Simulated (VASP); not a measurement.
# Zr3S2 (Cmc2_1) in VASP: single point with PBE

Aim: the single point of Zr3S2 with PBE.

All numbers are computed with VASP 6.6.1; they aren't measurements. Logs are shortened: lines on timing, memory, paths and dates and some standing lists are left out, and cuts for length are marked.

### Step 1. Starting point

The structure is orthorhombic, space group Cmc2_1 (No. 36). The conventional cell has a = 8.445 Å, b = 6.804 Å, c = 6.982 Å, α = 90.00°, β = 90.00°, γ = 90.00°. Around Zr (site symmetry 1) lie 4 S at 2.65 to 2.84 Å and 1 Zr at 2.92 Å. Around Zr (site symmetry m) lie 4 S at 2.49 to 2.75 Å. Around S (site symmetry m) lie 6 Zr at 2.61 to 2.75 Å. S (site symmetry m) has 6 Zr at 2.49 to 2.84 Å as nearest neighbours.

The cell was built by a generator and needn't be a form met in nature.

### Step 2. Single point, PBE

INCAR reads:

```
PREC = Accurate
ENCUT = 520
EDIFF = 1E-7
ISMEAR = 0
SIGMA = 0.1
LREAL = False
LASPH = True
NELM = 100
ALGO = Fast
ISIF = 2
LWAVE = False
LCHARG = False
GGA = PE
NBANDS = 59
```

KPOINTS reads:

```
regular mesh
0
Gamma
  4 4 4
```

POSCAR reads:

```
Zr3S2
1.0
    4.2224981405     -3.4021736625      0.0000000000
    4.2224981405      3.4021736625      0.0000000000
    0.0000000000      0.0000000000      6.9816503972
Zr S
6 4
Direct
    0.4167171347      0.1845873158      0.0371755744
    0.5832828653      0.8154126842      0.5371755744
    0.8154126842      0.5832828653      0.0371755744
    0.1845873158      0.4167171347      0.5371755744
    0.2484809051      0.7515190949      0.1976325931
    0.7515190949      0.2484809051      0.6976325931
    0.3921534708      0.6078465292      0.8295686449
    0.6078465292      0.3921534708      0.3295686449
    0.9331590345      0.0668409655      0.0077476132
    0.0668409655      0.9331590345      0.5077476132
```

Potentials or basis: VASP PAW PBE potentials, release 64 (Zr_sv, S).

Started as:

```console
$ cat potpaw_PBE.64/Zr_sv/POTCAR potpaw_PBE.64/S/POTCAR > POTCAR
$ mpirun -np 1 vasp_std > vasp.out
```

OUTCAR:

```text
PREC = Accurate
   ENCUT = 520
   EDIFF = 1E-7
   ISMEAR = 0
   LREAL = False
   LASPH = True
   NELM = 100
   ISIF = 2
   GGA = PE

 ion  position               nearest neighbor table
   1  0.417  0.185  0.037-   8 2.65   7 2.69   9 2.74   9 2.84   5 2.92   6 3.05   5 3.22   3 3.37
                             3 3.51   3 3.51   4 3.83   4 3.83
   2  0.583  0.815  0.537-   7 2.65   8 2.69  10 2.74  10 2.84   6 2.92   5 3.05   6 3.22   4 3.37
                             4 3.51   4 3.51   3 3.83   3 3.83
   3  0.815  0.583  0.037-   8 2.65   7 2.69   9 2.74   9 2.84   5 2.92   6 3.05   5 3.22   1 3.37
                             1 3.51   1 3.51   2 3.83   2 3.83
   4  0.185  0.417  0.537-   7 2.65   8 2.69  10 2.74  10 2.84   6 2.92   5 3.05   6 3.22   2 3.37
                             2 3.51   2 3.51   1 3.83   1 3.83
   5  0.248  0.752  0.198-  10 2.49   9 2.52   8 2.61   7 2.75   1 2.92   3 2.92   2 3.05   4 3.05
                             3 3.22   1 3.22
   6  0.752  0.248  0.698-   9 2.49  10 2.52   7 2.61   8 2.75   2 2.92   4 2.92   3 3.05   1 3.05
                             2 3.22   4 3.22
   7  0.392  0.608  0.830-   6 2.61   4 2.65   2 2.65   1 2.69   3 2.69   5 2.75
   8  0.608  0.392  0.330-   5 2.61   3 2.65   1 2.65   4 2.69   2 2.69   6 2.75
   9  0.933  0.067  0.008-   6 2.49   5 2.52   3 2.74   1 2.74   3 2.84   1 2.84
  10  0.067  0.933  0.508-   5 2.49   6 2.52   2 2.74   4 2.74   4 2.84   2 2.84

  LATTYP: Found a base centered orthorhombic cell.
 ALAT       =     6.8043473250
 B/A-ratio  =     1.2411177557
 C/A-ratio  =     1.0260573224

  Lattice vectors:

 A1 = (  -4.2224981405,  -3.4021736625,   0.0000000000)
 A2 = (   4.2224981405,  -3.4021736625,   0.0000000000)
 A3 = (   0.0000000000,   0.0000000000,   6.9816503972)

Analysis of symmetry for initial positions (statically):
=====================================================================
 Subroutine PRICEL returns:
 Original cell was already a primitive cell.

 Routine SETGRP: Setting up the symmetry group for a
 base centered orthorhombic supercell.

 Subroutine GETGRP returns: Found  4 space group operations
 (whereof  2 operations were pure point group operations)
 out of a pool of  8 trial point group operations.

The static configuration has the point symmetry C_1h.
 The point group associated with its full space group is C_2v.

Analysis of symmetry for dynamics (positions and initial velocities):
=====================================================================
 Subroutine PRICEL returns:
 Original cell was already a primitive cell.

 Routine SETGRP: Setting up the symmetry group for a
 base centered orthorhombic supercell.

 Subroutine GETGRP returns: Found  4 space group operations
 (whereof  2 operations were pure point group operations)
 out of a pool of  8 trial point group operations.

The dynamic configuration has the point symmetry C_1h.
 The point group associated with its full space group is C_2v.

 Subroutine INISYM returns: Found  4 space group operations
 (whereof  2 operations are pure point group operations),
 and found     1 'primitive' translations

----------------------------------------------------------------------------------------

                                     Primitive cell

  volume of cell :     200.5922

  direct lattice vectors                    reciprocal lattice vectors
     4.222498140 -3.402173663  0.000000000     0.118413314 -0.146964867  0.000000000
     4.222498140  3.402173663  0.000000000     0.118413314  0.146964867  0.000000000
     0.000000000  0.000000000  6.981650397     0.000000000  0.000000000  0.143232609

  length of vectors
     5.422570993  5.422570993  6.981650397     0.188733636  0.188733636  0.143232609

  position of ions in fractional coordinates (direct lattice)
     0.416717135  0.184587316  0.037175574
     0.583282865  0.815412684  0.537175574
     0.815412684  0.583282865  0.037175574
     0.184587316  0.416717135  0.537175574
     0.248480905  0.751519095  0.197632593
     0.751519095  0.248480905  0.697632593
     0.392153471  0.607846529  0.829568645
     0.607846529  0.392153471  0.329568645
     0.933159035  0.066840965  0.007747613
     0.066840965  0.933159035  0.507747613

  ion indices of the primitive-cell ions
   primitive index   ion index
                 1           1
                 2           2
                 3           3
                 4           4
                 5           5
                 6           6
                 7           7
                 8           8
                 9           9
                10          10

----------------------------------------------------------------------------------------

 KPOINTS: regular mesh

Automatic generation of k-mesh.
 Grid dimensions read from file:
 generate k-points for:    4    4    4

 Generating k-lattice:

  Cartesian coordinates                     Fractional coordinates (reciprocal lattice)
     0.029603329 -0.036741217  0.000000000     0.250000000 -0.000000000  0.000000000
     0.029603329  0.036741217  0.000000000    -0.000000000  0.250000000  0.000000000
     0.000000000  0.000000000  0.035808152     0.000000000  0.000000000  0.250000000

  Length of vectors
     0.047183409  0.047183409  0.035808152

  Shift w.r.t. Gamma in fractional coordinates (k-lattice)
     0.000000000  0.000000000  0.000000000

 Subroutine IBZKPT returns following result:
 ===========================================

 Found     21 irreducible k-points:

 Following reciprocal coordinates:
            Coordinates               Weight
  0.000000  0.000000  0.000000      1.000000
  0.250000 -0.000000  0.000000      4.000000
  0.500000 -0.000000  0.000000      2.000000
  0.250000  0.250000  0.000000      2.000000
  0.500000  0.250000  0.000000      4.000000
 -0.250000  0.250000  0.000000      2.000000
[... 13 lines left out ...]
 -0.250000  0.250000  0.500000      2.000000
  0.500000  0.500000  0.500000      1.000000
   k-points           NKPTS =     21   k-points in BZ     NKDIM =     21   number of bands    NBANDS=     59
   number of dos      NEDOS =    301   number of ions     NIONS =     10
   total plane-waves  NPLWV =  86400
   dimension x,y,z NGX =    40 NGY =   40 NGZ =   54
   dimension x,y,z NGXF=    80 NGYF=   80 NGZF=  108
   ions per type =               6   4
   NGX,Y,Z   is equivalent  to a cutoff of  12.26, 12.26, 12.86 a.u.
   NGXF,Y,Z  is equivalent  to a cutoff of  24.53, 24.53, 25.72 a.u.
 SYSTEM =  unknown system
   PREC   = accura    normal or accurate (medium, high low for compatibility)
   ISTART =      0    job   : 0-new  1-cont  2-samecut
   ICHARG =      2    charge: 1-file 2-atom 10-const
   ISPIN  =      1    spin polarized calculation?
   LNONCOLLINEAR =      F non collinear calculations
   LSORBIT =      F    spin-orbit coupling
   LASPH  =      T    aspherical Exc in radial PAW
   ENCUT  =  520.0 eV  38.22 Ry    6.18 a.u.  10.08 10.08 12.98*2*pi/ulx,y,z
   NELM   =    100;   NELMIN=  2; NELMDL= -5     # of ELM steps
   EDIFF  = 0.1E-06   stopping-criterion for ELM
   LREAL  =      F    real-space projection
   EDIFFG = 0.1E-05   stopping-criterion for IOM
   NSW    =      0    number of steps for IOM
   IBRION =     -1    ionic relax: 0-MD 1-quasi-New 2-CG
   NFREE  =      0    steps in history (QN), initial steepest desc. (CG)
   ISIF   =      2    stress and relaxation
   ISYM   =      2    0-nonsym 1-usesym 2-fastsym
   POTIM  = 0.5000    time-step for ionic-motion
   TEBEG  =    0.0;   TEEND  =   0.0 temperature during run
   PSTRESS=    0.0 pullay stress
   NELECT =      96.0000    total number of electrons
   NUPDOWN=      -1.0000    fix difference up-down
   EMIN   =  10.00;   EMAX   =-10.00  energy-range for DOS
   EFERMI =   0.00;   METHOD = LEGACY
   ISMEAR =     0;   SIGMA  =   0.10  broadening in eV -4-tet -1-fermi 0-gaus
   EFERMI_NEDOS =   21; number of points for ismear=-14 and -15
   IALGO  =     68    algorithm
   IMIX   =      4    mixing-type and parameters
     AMIX     =   0.40;   BMIX     =  1.00
     AMIX_MAG =   1.60;   BMIX_MAG =  1.00
  volume/ion in A,a.u.               =      20.06       135.37
  Fermi-wavevector in a.u.,A,eV,Ry     =   1.280542  2.419874 22.310675  1.639788
  Thomas-Fermi vector in A             =   2.412964
   LORBIT       =      0    0 simple, 1 ext, 2 COOP (PROOUT), +10 PAW based schemes
   GGA     = PE    functional components
   LHFCALC =     F    Hartree Fock is set to
   AEXX    =    0.0000 exact exchange contribution
   IVDW    =     0    specifies the selected vdW correction
   LEPSILON=     F    determine dielectric tensor
   LRPA    =     F    only Hartree local field effects (RPA)
 non-spin polarized calculation
 RMM-DIIS sequential band-by-band and
 Gauss-broadening in eV      SIGMA  =   0.10
  energy-cutoff  :      520.00
  volume of cell :      200.59
 maximum number of plane-waves:      5436
   NGX = 21   NGY = 21   NGZ = 25

 number of electron      95.9999996 magnetization

 Free energy of the ion-electron system (eV)
  ---------------------------------------------------
  ext. energy  EPLUGINS =         0.00000000
  ---------------------------------------------------
  free energy    TOTEN  =       -76.00651185 eV

  energy without entropy =      -75.97342071  energy(sigma->0) =      -75.98996628

 E-fermi :   9.1510     XC(G=0): -10.9669

 val. band max:        9.1496548158   @ k =   0.2500   0.2500   0.0000
 cond. band min:       9.1536451406   @ k =   0.0000   0.0000   0.0000
 fundamental gap:      0.0039903248
 Fermi energy:         9.1510155440

 k-point     1 :       0.0000    0.0000    0.0000
  band No.  band energies     occupation
      1     -40.2235      2.00000
      2     -40.2075      2.00000
      3     -40.1814      2.00000
      4     -40.1789      2.00000
      5     -39.3608      2.00000
      6     -39.3512      2.00000
[... 51 lines left out ...]
     58      11.1232      0.00000
     59      11.4126      0.00000

 k-point     2 :       0.2500   -0.0000    0.0000
  band No.  band energies     occupation
      1     -40.2175      2.00000
      2     -40.2040      2.00000
      3     -40.1859      2.00000
      4     -40.1822      2.00000
      5     -39.3605      2.00000
      6     -39.3535      2.00000
[... 51 lines left out ...]
     58      11.3237      0.00000
     59      11.6441      0.00000

 k-point     3 :       0.5000   -0.0000    0.0000
  band No.  band energies     occupation
      1     -40.2079      2.00000
      2     -40.2004      2.00000
      3     -40.1924      2.00000
      4     -40.1873      2.00000
      5     -39.3593      2.00000
      6     -39.3566      2.00000
[... 1052 lines left out ...]
      5     -39.3580      2.00000
      6     -39.3580      2.00000
[... 51 lines left out ...]
     58      11.2738      0.00000
     59      11.7392      0.00000

 k-point    21 :       0.5000    0.5000    0.5000
  band No.  band energies     occupation
      1     -40.1967      2.00000
      2     -40.1967      2.00000
      3     -40.1954      2.00000
      4     -40.1954      2.00000
      5     -39.3601      2.00000
      6     -39.3601      2.00000
[... 51 lines left out ...]
     58      11.6261      0.00000
     59      12.3061      0.00000

------------------------ aborting loop because EDIFF is reached ----------------------------------------

  FORCE on cell =-STRESS in cart. coord.  units (eV):
  Direction    XX          YY          ZZ          XY          YZ          ZX
  --------------------------------------------------------------------------------------
  -------------------------------------------------------------------------------------
  Total       -0.1874749     -0.1200458     -0.1202349      0.0000000      0.0000000      0.0000000
  in kB       -1.4974060     -0.9588341     -0.9603445      0.0000000      0.0000000      0.0000000
  external PRESSURE =      -1.1388615 kB  Pullay stress =       0.0000000 kB

 VOLUME and BASIS-vectors are now :
 -----------------------------------------------------------------------------
  energy-cutoff  :      520.00
  volume of cell :      200.59
      direct lattice vectors                 reciprocal lattice vectors
     4.222498140 -3.402173663  0.000000000     0.118413314 -0.146964867  0.000000000
     4.222498140  3.402173663  0.000000000     0.118413314  0.146964867  0.000000000
     0.000000000  0.000000000  6.981650397     0.000000000  0.000000000  0.143232609

 POSITION                                       TOTAL-FORCE (eV/Angst)
 -----------------------------------------------------------------------------------
      2.53901     -0.78975      0.25955         0.022769      0.017906     -0.010829
      5.90599      0.78975      3.75037        -0.022769     -0.017906     -0.010829
      5.90599     -0.78975      0.25955        -0.022769      0.017906     -0.010829
      2.53901      0.78975      3.75037         0.022769     -0.017906     -0.010829
      4.22250      1.71142      1.37980         0.000000      0.017356      0.022295
      4.22250     -1.71142      4.87063         0.000000     -0.017356      0.022295
      4.22250      0.73383      5.79176         0.000000     -0.001096     -0.000967
      4.22250     -0.73383      2.30093         0.000000      0.001096     -0.000967
      4.22250     -2.94736      0.05409         0.000000     -0.040332      0.000329
      4.22250      2.94736      3.54492         0.000000      0.040332      0.000329
 -----------------------------------------------------------------------------------
    total drift:                                0.000000     -0.000000      0.003228

  FREE ENERGIE OF THE ION-ELECTRON SYSTEM (eV)
  ---------------------------------------------------
  free  energy   TOTEN  =       -76.0065118480 eV

  energy  without entropy=      -75.9734207062  energy(sigma->0) =      -75.98996628
```

Wall time 11 min (1 thread of Intel Xeon Platinum 8559C (Emerald Rapids), shared host); peak memory 0.38 GiB.

What came out:

```yaml
Free_energy: -76.0065 eV
Pressure: -0.1 GPa
Largest_force: 0.040 eV/Å
Band_gap_on_the_k_mesh: none (metal or under the smearing width)
```

Forces on the atoms (eV/Å):
```
Zr   0.023  0.018 -0.011
Zr  -0.023 -0.018 -0.011
Zr  -0.023  0.018 -0.011
Zr   0.023 -0.018 -0.011
Zr   0.000  0.017  0.022
Zr   0.000 -0.017  0.022
S    0.000 -0.001 -0.001
S    0.000  0.001 -0.001
S    0.000 -0.040  0.000
S    0.000  0.040  0.000
```

Levels at points of the mesh, in eV from the Fermi level:
```csv
k point,band 46,band 47,band 48,band 49,band 50,band 51
"(0.00, 0.00, 0.00)",-0.95,-0.27,0.00,0.11,0.32,0.50
"(0.50, 0.00, 0.00)",-0.57,-0.13,0.01,0.18,0.41,0.43
"(0.50, 0.50, 0.00)",-0.50,-0.42,-0.16,0.09,0.40,0.88
"(0.00, 0.00, 0.50)",-0.80,-0.27,-0.27,0.29,0.29,1.14
"(0.50, 0.00, 0.50)",-0.67,-0.34,-0.34,0.51,0.51,0.77
"(0.50, 0.50, 0.50)",-0.39,-0.28,-0.28,-0.16,-0.16,0.15
```
